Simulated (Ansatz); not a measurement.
## Relativity in ZnCu

```
Zn Cu
1.0
     2.94500    0.00000    0.00000
     0.00000    2.94500    0.00000
     0.00000    0.00000    2.94500
Zn Cu
1 1
Cartesian
  1.4725 1.4725 1.4725
  0.0000 0.0000 0.0000
```

Atom numbers follow the list: Zn1, Cu2.

The conventional cell has a = 2.945 Å, b = 2.945 Å, c = 2.945 Å, α = 90.00°, β = 90.00°, γ = 90.00°. Zn (atom 1) has 8 Cu at 2.55 Å as nearest neighbours. Cu (atom 2) is surrounded by 8 Zn at 2.55 Å.

The cell is COD entry 9008814, as deposited and not checked against the literature; nothing was relaxed.

One fixed cell is solved with PBE by full-potential LAPW in Ansatz 0.2.0 under different relativistic treatments. Pressure is positive in compression.

Settings: a Γ-centred 14×14×14 k mesh, Fermi–Dirac smearing of 0.05 eV, basis error target 0.5 meV/atom, no spin polarisation.

```tsv
setting	P (GPa)	lowest level at Γ above −25 eV, from the valence-band top or, without a gap, the Fermi level (eV)
scalar-relativistic	2.24	-10.38
non-relativistic	?	?
with spin–orbit coupling	2.21	-10.38
```

Question: What belongs in the row "non-relativistic", column "lowest level at Γ above −25 eV, from the valence-band top or, without a gap, the Fermi level (eV)"?

Answer: -10.18.

Question: Fill in "P (GPa)" for the row "non-relativistic".

Answer: 5.67.
